**Notebook page: BaTiO₃, gap against cutoff**

The cell is barium titanate with its atoms displaced at random and its edges slightly strained, and it was not relaxed. The atoms stay where they are from row to row, so whatever changes in the table comes from the description of the electrons. A run of the same cell at 600 eV serves below as the reference for all errors. All runs use a soft PAW set, and the cutoffs found here hold for that set only.

Ansatz 0.2.0, scalar-relativistic PBE with plane waves and the PAW set soft_2, no spin polarisation, for a distorted five-atom cell of BaTiO₃ with fixed atoms. The k mesh is 6×6×6 and unshifted, the Gaussian smearing 0.02 eV wide, and the density cutoff four times the wave cutoff. Both gaps are Kohn–Sham gaps taken only from the points of the k mesh.

```csv
wave cutoff,gap on mesh (eV),direct gap on mesh (eV)
200 eV,1.597,2.237
250 eV,1.851,1.990
300 eV,1.826,1.955
350 eV,1.870,1.992
420 eV,1.872,1.990
```

**1. Which of the two gaps is larger, and does it have to be?**

The direct gap is larger in every row, and it has to be at least as large. An electron in a crystal carries a wave vector k, which labels its level within a band. The gap on the mesh is the distance from the highest filled level to the lowest empty one, wherever in k each of them lies. The direct gap allows only pairs at the same k, and a minimum over fewer pairs can't be smaller.

From 300 eV upwards the highest filled level sits at a corner of the zone of k values and the lowest empty one at its centre. The gap is therefore indirect. At 420 eV the restriction to equal k costs about 0.12 eV.

**2. What does a higher cutoff buy?**

It buys shorter waves, and more of them. The orbitals are built from plane waves, and the wave cutoff E is the largest kinetic energy that such a wave may have. With ħ²/2m ≈ 3.8 eV Å², a cutoff of 200 eV admits wave numbers up to q = √(200/3.8) ≈ 7.2 Å⁻¹. The shortest wave is then 2π/q ≈ 0.87 Å long, nearly half a Ti–O contact.

The number of waves follows from the cell volume V, which is 5 × 12.84 ≈ 64 Å³. Waves in a box fill a sphere of radius q evenly, which gives N ≈ Vq³/(6π²), or about 410 waves at 200 eV. Since N grows as E to the power 3/2, the step to 420 eV triples it.

Oxygen 2p and titanium 3d orbitals are compact, and compact shapes need short waves. The PAW method handles the sharpest structure near the nuclei separately, but the smooth remainder must still be built from the waves. The estimate gives the size of the basis, not the error of a gap: N grows smoothly along the table, whereas the gap doesn't. The runs don't report their own count of waves, so N itself remains unchecked.

**3. At 200 eV one gap is too small and the other too large. How can both be true?**

The poor basis does not shift whole bands rigidly. If it did, both gaps would change by the same amount. Instead the top of the filled levels lies 0.34 eV too high, but the bottom of the empty ones only 0.06 eV too high. The gap closes by the difference, 0.28 eV.

The direct gap tells of another part of the zone. At 200 eV no k point of the mesh has its filled and empty levels closer than 2.237 eV. This includes the point where the 420 eV run finds its direct gap of 1.990 eV, so at that point the levels have moved apart by about 0.25 eV or more. The error thus depends on k, and it also moves the band edges: both sit at other k points than in the 420 eV run.

The filled edge of such an oxide is mainly oxygen 2p, the empty edge mainly titanium 3d. It would be tempting to blame one of the two elements, but the runs don't divide the error between orbitals.

**4. Why does the gap fall again between 250 and 300 eV?**

Nothing obliges it to rise steadily. On a fixed density grid, the total energy obeys a variational rule: a larger basis contains the smaller one, so the best energy it can reach is lower or equal. Here the grid is refined along with the basis, so the rule is not strict, but the computed energy does fall at every step. A gap is a difference between two levels, and a difference has no such rule. Here both band edges rise from 250 to 300 eV, the filled one by 56 meV and the empty one by only 30 meV, so the gap shrinks.

The row at 250 eV shows a second effect. For a fixed potential, each single level could also only fall as waves are added. Yet at 250 eV both band edges already lie below their reference values, by 26 meV for the filled edge and 47 meV for the empty one. The potential itself must therefore differ between the runs. This is natural, because the electrons create part of it and a poor basis gives a distorted density; the grid that holds the density is coarser as well. How much each contributes can't be separated here.

The dip of about 25 meV is thus a product of the low cutoffs and has no meaning for the crystal.

**5. The direct gap at 250 eV is already right. Is that cutoff good enough?**

No, the agreement is accidental. The direct gap at 250 eV matches the reference within 1 meV, but one step later, with a better basis, it is 35 meV too small. A converged quantity would have stayed where it was.

The pressure exposes the problem more plainly. The reference run gives 4.0 GPa, which means that this cell pushes outwards and would expand if it were released. At 250 eV the pressure is −0.6 GPa, and the same cell would seem to want to shrink. Someone who chose the cutoff by the direct gap and then optimised the cell would probably see its volume start in the wrong direction.

**6. How fast does each quantity settle, and which digits can be trusted?**

The gaps settle well before the total energy. At 350 eV both are within 3 meV of the reference, while the energy is still off by 59 meV per atom. The pressure is then off by 0.09 GPa, about 2 % of its value. At 420 eV the energy error has shrunk to about 4 meV per atom. The printed output after this page lists these errors for every row.

A likely reason is the number of electrons involved. The total energy collects the error of all 40 electrons treated in the cell, including inner shells of titanium and barium that lie far below the gap. The gap depends on two levels only, and at 350 eV each of them is off by no more than 4.4 meV. The errors of the two levels don't reliably cancel: at 300 eV they have opposite signs. A gap that has settled is therefore no evidence that the energy has. The program itself flagged the four lower cutoffs as below its recommended value, and for the absolute energy that caution is justified even at 350 eV. Energy differences are more forgiving. Forces are slopes of the energy, and at 350 eV every force component is already within 0.01 eV/Å of the reference. The energy error therefore hardly changes when an atom moves a little, and much of it should cancel between similar structures computed at the same cutoff.

For this cell and this mesh, 1.87 eV is a gap with two sound decimals. That holds against the cutoff only. The value also depends on where the mesh happens to sample the bands, and no run here tests how much. In a cell without symmetry the true band edges may fall between the mesh points, and then the true gap is smaller than the printed one.

**7. What would change with another element or another functional?**

A neighbouring series on silicon would settle at lower cutoffs. Its valence electrons are 3s and 3p, which are smooth outside the core, and it has neither oxygen 2p nor titanium 3d orbitals to describe. Replacing barium by strontium should bring no such relief, because the titanium and the oxygen remain. The hardest atom in the cell sets the cutoff, not the average one. This is general experience with plane waves; the table holds only one material.

Another functional would move the value towards which the series converges. The measured gap of barium titanate is roughly 3.2 eV, some 1.3 eV above the 420 eV row. The comparison is loose, since the computed cell is distorted and the calculation contains neither thermal motion nor spin–orbit coupling. Still, PBE is well known to give gaps that are too small in such oxides, and this is the most likely main cause. A hybrid functional, which mixes in exact exchange, would usually widen the gap.

More plane waves can't do that. Between 420 and 600 eV the gap moves by less than 1 meV, so the basis has nothing left to add to it. The cutoff decides how accurately the PBE equations are solved, and the functional decides how well those equations describe the crystal.

Output of the analysis:

```
Gaps against the 600 eV run:
     row  gap error (meV)  direct gap error (meV)  direct gap less gap (eV)
  200 eV           -275.1                   247.4                      0.64
  250 eV           -21.14                   0.425                     0.139
  300 eV           -46.14                  -34.58                     0.129
  350 eV           -2.138                   2.425                     0.122
  420 eV           -0.138                   0.425                     0.118
Energy and pressure against the 600 eV run:
     row  energy error (meV/atom)  pressure (GPa)  pressure error (GPa)
  200 eV                     4807           8.988                 4.988
  250 eV                     1291         -0.6188                -4.618
  300 eV                    315.2           3.361               -0.6386
  350 eV                    59.09           4.091               0.09164
  420 eV                     3.78           3.998             -0.001179
Band edges against the 600 eV run and size of basis:
     row  valence edge error (meV)  conduction edge error (meV)  shortest wavelength (Å)  plane waves (estimate)
  200 eV                     338.3                        63.32                   0.8672                   412.5
  250 eV                    -26.32                       -47.07                   0.7757                   576.4
  300 eV                     29.85                       -16.65                   0.7081                   757.8
  350 eV                     -1.88                        -4.37                   0.6556                   954.9
  420 eV                     -0.22                         0.12                   0.5984                    1255
Change of gap from 250 to 300 eV (meV): -25
Change of direct gap from 250 to 300 eV (meV): -35
Change of gap from 350 to 420 eV (meV): 2
Energy error of the whole cell at 250 eV (eV): 6.454
Plane waves at 420 eV over those at 200 eV (ratio): 3.043
Number of rows with gap within 10 meV of the 600 eV run: 2
Number of rows with energy within 10 meV/atom of the 600 eV run: 1
Rough measured gap less gap at 420 eV (eV): 1.328
```
